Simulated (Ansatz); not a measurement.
## LiH under compression and expansion

```xyz
2
Lattice="0.0000 2.0035 2.0035 2.0035 0.0000 2.0035 2.0035 2.0035 0.0000" Properties=species:S:1:pos:R:3 pbc="T T T"
Li    0.0000    0.0000    0.0000
H     2.0035    2.0035    2.0035
```

The conventional cell has a = 4.007 Å, b = 4.007 Å, c = 4.007 Å, α = 90.00°, β = 90.00°, γ = 90.00°. Li (atom 1) is surrounded by 6 H at 2.00 Å. Around H (atom 2) lie 6 Li at 2.00 Å.

The structure comes from a relaxation in the same program, started in the rocksalt type, and has space group Fm-3m. Whether it is a known phase or the ground state wasn't checked.

Levels of theory: DFT, PBE, all-electron LAPW, scalar-relativistic (Ansatz 0.2.0); DFT, PBE, PAW with Ansatz's default frozen-core files, scalar-relativistic (Ansatz 0.2.0).

For LAPW: a Γ-centred 14×14×14 k mesh, Fermi–Dirac smearing of 0.08 eV, basis error target 1 meV/atom, no spin polarisation. PAW takes a cutoff of 420 eV at this cell. The Ansatz runs share mesh, smearing and spin set-up. Plane-wave (PAW) pressures include the program's estimate of the Pulay term.

The cell above is scaled evenly, with fractional coordinates and shape held.

```csv
V/V(cell),V (Å³/atom),"P, LAPW (GPa)","P, PAW (GPa)","gap on the k mesh, LAPW (eV)","free energy over the lowest listed, PAW (meV/atom)"
0.9405,7.563,2.44,2.47,2.93,3.5
0.9700,7.801,1.14,1.16,2.96,0.9
1.0000,8.042,-0.02,0.00,2.98,0.0
1.0300,8.283,-1.03,-1.02,3.00,0.8
1.0600,8.525,-1.93,-1.92,3.02,3.0
```

Question: What do Birch–Murnaghan fits to the pressures give?

Answer: LAPW: V0 = 8.04 Å³/atom, B0 = 36 GPa, B0′ = 3.3; PAW: V0 = 8.04 Å³/atom, B0 = 36 GPa, B0′ = 3.3.

PAW's V0 lies 0.05 % from the all-electron value and its B0 0.4 %. Symmetry fixes shape and coordinates here, so this is the relaxed modulus.
